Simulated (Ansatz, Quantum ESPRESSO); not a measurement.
# 1T-GeCl2, 1 layer: response to a perpendicular field, part 2 of 6

How does 1T-GeCl2, 1 layer respond to a gate-like field without added charge?

Quantum ESPRESSO 7.5; plane-wave DFT, PBE, GBRV ultrasoft pseudopotentials; geometry and cross-check by Ansatz 0.2.0 with PAW datasets.

So far: Set-up; Geometry from Ansatz.

### Step 3. Ground state: no field

The zero-field run is the reference. tefield and dipfield are on already, so that all runs share k-points and boundary.

Level of this step: plane-wave DFT, PBE, GBRV ultrasoft pseudopotentials (Quantum ESPRESSO 7.5).

Input file f0.in:

```
&control
  prefix = 'f0'
  outdir = './out'
  pseudo_dir = './pseudo'
  calculation = 'scf'
  tprnfor = .true.
  tefield = .true.
  dipfield = .true.
/
&system
  ibrav = 0
  nat = 3
  ntyp = 2
  ecutwfc = 40
  ecutrho = 200
  occupations = 'smearing'
  smearing = 'fd'
  degauss = 0.004
  edir = 3
  emaxpos = 0.97
  eopreg = 0.04
  eamp = 0.0
/
&electrons
  conv_thr = 1e-09
  mixing_beta = 0.4
  electron_maxstep = 120
  mixing_mode = 'plain'
/
ATOMIC_SPECIES
  Cl  35.4500  cl_pbe_v1.4.uspp.F.UPF
  Ge  72.6300  ge_pbe_v1.4.uspp.F.UPF
CELL_PARAMETERS angstrom
  3.93856040963331 0.00000000000000 0.00000000000000
  -1.96928020481666 3.41089336908209 -0.00000000000000
  0.00000000000000 -0.00000000000000 19.58830051540000
ATOMIC_POSITIONS crystal
  Cl  0.666666666667 0.333333333333 0.424919235791
  Ge  0.000000000000 0.000000000000 0.500000020751
  Cl  0.333333333333 0.666666666667 0.575080743459
K_POINTS automatic
  12 12 1 0 0 0
```

Started as:

```console
> OMP_NUM_THREADS=1 mpirun -n 4 pw.x -nk 4 -in f0.in > f0.out
```

Log:

```text
Program PWSCF v.7.5 starts
[citation notice left out]

     Parallel version (MPI & OpenMP), running on       4 processor cores
     Number of MPI processes:                 4
     Threads/MPI process:                     1

     MPI processes distributed on     1 nodes
[...]
Current dimensions of program PWSCF are:
     Max number of different atomic species (ntypx) = 10
     Max number of k-points (npk) =  40000
     Max angular momentum in pseudopotentials (lmaxx) =  4
     Presently no symmetry can be used with electric field

     K-points division:     npool     =       4
     Subspace diagonalization in iterative solution of the eigenvalue problem:
     a serial algorithm will be used

     G-vector sticks info
     --------------------
     sticks:   dense  smooth     PW     G-vecs:    dense   smooth      PW
     Sum         757     595    199                84743    60479   11143

     Using Slab Decomposition

     bravais-lattice index     =            0
     lattice parameter (alat)  =       7.4428  a.u.
     unit-cell volume          =    1775.8203 (a.u.)^3
     number of atoms/cell      =            3
     number of atomic types    =            2
     number of electrons       =        28.00
     number of Kohn-Sham states=           18
     kinetic-energy cutoff     =      40.0000  Ry
     charge density cutoff     =     200.0000  Ry
     scf convergence threshold =      1.0E-09
     mixing beta               =       0.4000
     number of iterations used =            8  plain     mixing
     Exchange-correlation=  SLA  PW   PBX  PBC
                           (   1   4   3   4   0   0   0)

     celldm(1)=   7.442800  celldm(2)=   0.000000  celldm(3)=   0.000000
     celldm(4)=   0.000000  celldm(5)=   0.000000  celldm(6)=   0.000000

     crystal axes: (cart. coord. in units of alat)
               a(1) = (   1.000000   0.000000   0.000000 )
               a(2) = (  -0.500000   0.866025  -0.000000 )
               a(3) = (   0.000000  -0.000000   4.973467 )

     reciprocal axes: (cart. coord. in units 2 pi/alat)
               b(1) = (  1.000000  0.577350  0.000000 )
               b(2) = ( -0.000000  1.154701  0.000000 )
               b(3) = ( -0.000000  0.000000  0.201067 )

     PseudoPot. # 1 for Cl read from file:
     ./pseudo/cl_pbe_v1.4.uspp.F.UPF
     Pseudo is Ultrasoft + core correction, Zval =  7.0
     Generated by new atomic code, or converted to UPF format
     Using radial grid of  909 points,  6 beta functions with:
                l(1) =   0
                l(2) =   0
                l(3) =   1
                l(4) =   1
                l(5) =   2
                l(6) =   2
     Q(r) pseudized with  8 coefficients,  rinner =    1.300   1.300   1.300
                                                       1.300   1.300

     PseudoPot. # 2 for Ge read from file:
     ./pseudo/ge_pbe_v1.4.uspp.F.UPF
     Pseudo is Ultrasoft + core correction, Zval = 14.0
     Generated by new atomic code, or converted to UPF format
     Using radial grid of  873 points,  6 beta functions with:
                l(1) =   0
                l(2) =   0
                l(3) =   1
                l(4) =   1
                l(5) =   2
                l(6) =   2
     Q(r) pseudized with  8 coefficients,  rinner =    1.400   1.400   1.400
                                                       1.400   1.400

     atomic species   valence    mass     pseudopotential
     Cl                7.00    35.45000     Cl( 1.00)
     Ge               14.00    72.63000     Ge( 1.00)

     No symmetry found

   Cartesian axes

     site n.     atom                  positions (alat units)
         1        Cl     tau(   1) = (   0.5000000   0.2886751   2.1133218  )
         2        Ge     tau(   2) = (   0.0000000   0.0000000   2.4867336  )
         3        Cl     tau(   3) = (  -0.0000000   0.5773503   2.8601451  )

     number of k points=    74  Fermi-Dirac smearing, width (Ry)=  0.0040
                       cart. coord. in units 2pi/alat
        k(    1) = (   0.0000000   0.0000000   0.0000000), wk =   0.0138889
        k(    2) = (   0.0000000   0.0962250   0.0000000), wk =   0.0277778
        k(    3) = (   0.0000000   0.1924501   0.0000000), wk =   0.0277778
        k(    4) = (   0.0000000   0.2886751   0.0000000), wk =   0.0277778
        k(    5) = (   0.0000000   0.3849002   0.0000000), wk =   0.0277778
        k(    6) = (   0.0000000   0.4811252   0.0000000), wk =   0.0277778
        k(    7) = (   0.0000000  -0.5773503   0.0000000), wk =   0.0138889
        k(    8) = (   0.0833333   0.0481125   0.0000000), wk =   0.0277778
        k(    9) = (   0.0833333   0.1443376   0.0000000), wk =   0.0277778
        k(   10) = (   0.0833333   0.2405626   0.0000000), wk =   0.0277778
[...]
k(   74) = (  -0.5000000  -0.8660254   0.0000000), wk =   0.0138889

     Dense  grid:    84743 G-vectors     FFT dimensions: (  36,  36, 180)

     Smooth grid:    60479 G-vectors     FFT dimensions: (  30,  30, 150)

     Estimated max dynamical RAM per process >     165.92 MB

     Estimated total dynamical RAM >     601.62 MB

     Initial potential from superposition of free atoms

     starting charge      27.9991, renormalised to      28.0000

     negative rho (up, down):  2.820E-02 0.000E+00

     Adding external electric field

     Computed dipole along edir(3) :
        Dipole               -0.0000 Ry au,         -0.0000 Debye
        Dipole field         -0.0000 Ry au,

        Potential amp.        0.0000 Ry
        Total length         35.5359 bohr

     Starting wfcs are   17 randomized atomic wfcs +    1 random wfcs

     total cpu time spent up to now is        1.9 secs

     per-process dynamical memory:    91.6 Mb

     Self-consistent Calculation

     iteration #  1     ecut=    40.00 Ry     beta= 0.40
     Davidson diagonalization with overlap
     ethr =  1.00E-02,  avg # of iterations =  5.2

     Threshold (ethr) on eigenvalues was too large:
     Diagonalizing with lowered threshold

     Davidson diagonalization with overlap
     ethr =  4.33E-04,  avg # of iterations =  1.8

     negative rho (up, down):  2.845E-02 0.000E+00

     Adding external electric field

     Computed dipole along edir(3) :
        Dipole               -0.0000 Ry au,         -0.0001 Debye
        Dipole field         -0.0000 Ry au,

        Potential amp.        0.0000 Ry
        Total length         35.5359 bohr

     total cpu time spent up to now is       10.2 secs

     total energy              =    -280.37534609 Ry
     estimated scf accuracy    <       0.11719482 Ry

     iteration #  2     ecut=    40.00 Ry     beta= 0.40
[...]
negative rho (up, down):  2.803E-02 0.000E+00

[...]
Dipole                0.0000 Ry au,          0.0000 Debye
[...]
total energy              =    -280.40104313 Ry
     estimated scf accuracy    <       0.00874122 Ry

     iteration #  3     ecut=    40.00 Ry     beta= 0.40
[...]
negative rho (up, down):  2.761E-02 0.000E+00

[...]
Dipole               -0.0000 Ry au,         -0.0001 Debye
[...]
total energy              =    -280.40224400 Ry
     estimated scf accuracy    <       0.00168212 Ry

     iteration #  4     ecut=    40.00 Ry     beta= 0.40
[...]
negative rho (up, down):  2.748E-02 0.000E+00

[...]
Dipole                0.0002 Ry au,          0.0004 Debye
[...]
total energy              =    -280.40245647 Ry
     estimated scf accuracy    <       0.00024448 Ry

     iteration #  5     ecut=    40.00 Ry     beta= 0.40
[...]
negative rho (up, down):  2.742E-02 0.000E+00

[...]
Dipole               -0.0003 Ry au,         -0.0009 Debye
[...]
total energy              =    -280.40250343 Ry
     estimated scf accuracy    <       0.00004866 Ry

     iteration #  6     ecut=    40.00 Ry     beta= 0.40
[...]
negative rho (up, down):  2.739E-02 0.000E+00

[...]
Dipole                0.0009 Ry au,          0.0022 Debye
[...]
total energy              =    -280.40251495 Ry
     estimated scf accuracy    <       0.00000252 Ry

     iteration #  7     ecut=    40.00 Ry     beta= 0.40
[...]
negative rho (up, down):  2.738E-02 0.000E+00

[...]
Dipole               -0.0000 Ry au,         -0.0001 Debye
[...]
total energy              =    -280.40251581 Ry
     estimated scf accuracy    <       0.00000188 Ry

     iteration #  8     ecut=    40.00 Ry     beta= 0.40
[...]
negative rho (up, down):  2.736E-02 0.000E+00

[...]
Dipole               -0.0000 Ry au,         -0.0001 Debye
[...]
total energy              =    -280.40251599 Ry
     estimated scf accuracy    <       0.00000012 Ry

     iteration #  9     ecut=    40.00 Ry     beta= 0.40
[...]
negative rho (up, down):  2.736E-02 0.000E+00

[...]
Dipole                0.0000 Ry au,          0.0000 Debye
[...]
total energy              =    -280.40251603 Ry
     estimated scf accuracy    <       0.00000012 Ry

     iteration # 10     ecut=    40.00 Ry     beta= 0.40
[...]
negative rho (up, down):  2.735E-02 0.000E+00

[...]
Dipole                0.0000 Ry au,          0.0000 Debye
[...]
total energy              =    -280.40251604 Ry
     estimated scf accuracy    <          4.7E-09 Ry

     iteration # 11     ecut=    40.00 Ry     beta= 0.40
[...]
negative rho (up, down):  2.736E-02 0.000E+00

[...]
Dipole               -0.0000 Ry au,         -0.0000 Debye
[...]
End of self-consistent calculation

          k = 0.0000 0.0000 0.0000 (  7617 PWs)   bands (ev):

   -27.9510 -27.9478 -27.9478 -27.9450 -27.9450 -18.6038 -17.9715 -10.3818
    -5.8578  -5.8578  -5.7718  -5.7718  -5.7274  -4.7245  -1.4621  -0.0444
    -0.0444   2.4013

          k = 0.0000 0.0962 0.0000 (  7603 PWs)   bands (ev):

   -27.9508 -27.9482 -27.9478 -27.9450 -27.9447 -18.5722 -17.9583 -10.4160
    -6.1867  -6.0111  -5.8608  -5.7185  -5.6901  -4.5373  -1.2522  -0.1056
     0.0287   2.5207

          k = 0.0000 0.1925 0.0000 (  7625 PWs)   bands (ev):

   -27.9504 -27.9493 -27.9477 -27.9451 -27.9437 -18.4823 -17.9233 -10.5229
    -6.7231  -6.2410  -6.1359  -5.7092  -5.6491  -4.2985  -0.8603  -0.0599
     0.2137   2.8056

          k = 0.0000 0.2887 0.0000 (  7615 PWs)   bands (ev):

   -27.9514 -27.9493 -27.9478 -27.9450 -27.9423 -18.3492 -17.8793 -10.7004
    -7.2327  -6.4732  -6.3908  -5.7014  -5.6609  -4.2584  -0.6552   0.3510
     0.4316   3.1398

          k = 0.0000 0.3849 0.0000 (  7599 PWs)   bands (ev):

   -27.9530 -27.9490 -27.9480 -27.9447 -27.9409 -18.1978 -17.8451 -10.9129
    -7.6336  -6.6673  -6.5288  -5.7042  -5.6967  -4.3870  -0.5339   0.6095
     0.7713   3.3776

          k = 0.0000 0.4811 0.0000 (  7581 PWs)   bands (ev):

   -27.9542 -27.9488 -27.9481 -27.9444 -27.9398 -18.0634 -17.8376 -11.0885
    -7.8877  -6.7948  -6.5629  -5.7298  -5.7189  -4.5426  -0.4565   0.7149
     0.9958   3.1922

[...]
the Fermi energy is    -2.7131 ev

!    total energy              =    -280.40251604 Ry
     estimated scf accuracy    <          7.9E-10 Ry
     smearing contrib. (-TS)   =      -0.00000000 Ry
     internal energy E=F+TS    =    -280.40251604 Ry

     The total energy is F=E-TS. E is the sum of the following terms:
     one-electron contribution =    -956.50539391 Ry
     hartree contribution      =     488.07845432 Ry
     xc contribution           =     -76.98945057 Ry
     ewald contribution        =     265.01387411 Ry
     electric field correction =       0.00000000 Ry

     convergence has been achieved in  11 iterations

     negative rho (up, down):  2.736E-02 0.000E+00

     Forces acting on atoms (cartesian axes, Ry/au):

     atom    1 type  1   force =     0.00000002    0.00000001    0.00000111
     atom    2 type  2   force =    -0.00000000   -0.00000001    0.00000077
     atom    3 type  1   force =    -0.00000002   -0.00000001   -0.00000188

     Total force =     0.000002     Total SCF correction =     0.000097
     SCF correction compared to forces is large: reduce conv_thr to get better values

[...]
=------------------------------------------------------------------------------=
   JOB DONE.
=------------------------------------------------------------------------------=
```

Elapsed: 57 s, on 4 MPI ranks of Arm Neoverse V1, shared host; peak memory 0.72 GiB.

This step gave:

| Quantity | Value |
| --- | --- |
| free energy | -3815.0706 eV |
| Fermi energy | -2.713 eV |
| dipole along the normal | 0 e·Å |
| valence top, on the run's zero | -4.082 eV |
| conduction bottom, on the run's zero | -1.462 eV |
| gap by band count | 2.620 eV |

The program's own clock; routines nest. Time by routine:

```
     routine  wall time (s)  calls
       PWSCF             56      1
   electrons          53.37      1
     c_bands          42.14     12
     cegterg          37.18    228
       h_psi          30.04   1004
        fftw          27.95  25090
    vloc_psi          25.58   1004
    sum_band           8.38     12
      calbec           3.14   1308
  add_vuspsi           2.22   1004
       s_psi           2.18   1004
h_psi:calbec            2.1   1004
    init_run           1.79      1
        newd           1.74     12
```

The run needed 11 iterations to bring the estimated error under 1e-09 Ry.

### Step 4. Electrostatic potential

The vacuum level is read from the electrostatic potential (plot_num = 11), averaged over planes.

Input file f0.pot.in:

```
&inputpp
  prefix = 'f0'
  outdir = './out'
  filplot = 'f0.pot.dat'
  plot_num = 11
/
```

Started as:

```console
> OMP_NUM_THREADS=1 mpirun -n 4 pp.x -in f0.pot.in > f0.pot.out
```

The job ended after 1.1 s (4 MPI ranks; peak memory 0.1 GiB; 4 s of CPU time).

Read from the output:

| Item | Value |
| --- | --- |
| slope of the potential above | 7.44e-6 eV/Å |
| upper vacuum line continued to the top atoms, over the valence top | 7.036 eV |
| slope of the potential below | -5.83e-6 eV/Å |
| lower vacuum line continued to the bottom atoms, over the valence top | 7.036 eV |
| vacuum level at the upper face over the valence top of the mesh | 7.036 eV |
| vacuum level at the lower face over the valence top of the mesh | 7.036 eV |

The vacuum is flat to 0.1 meV/Å, so its level is well defined. Inside the slab the curve depends on the local part of the pseudopotentials; only the vacuum level has a meaning of its own.

[end of part 2 of 6]

[Logs are printed without paths, hosts, clocks, repeated set-up lines and the standing remarks that a program may print on its own settings, such as how far it seeks lower states.]

[Hosts, paths, dates, database ids (printed as entryN), source tags and the programs' standing remarks are cut or masked in the printed files.]

[Maps of the electrostatic potential energy from Ansatz leave out the sawtooth potential of an applied field or a dipole correction, so their vacuum need not be flat; planar profiles and work functions include it.]
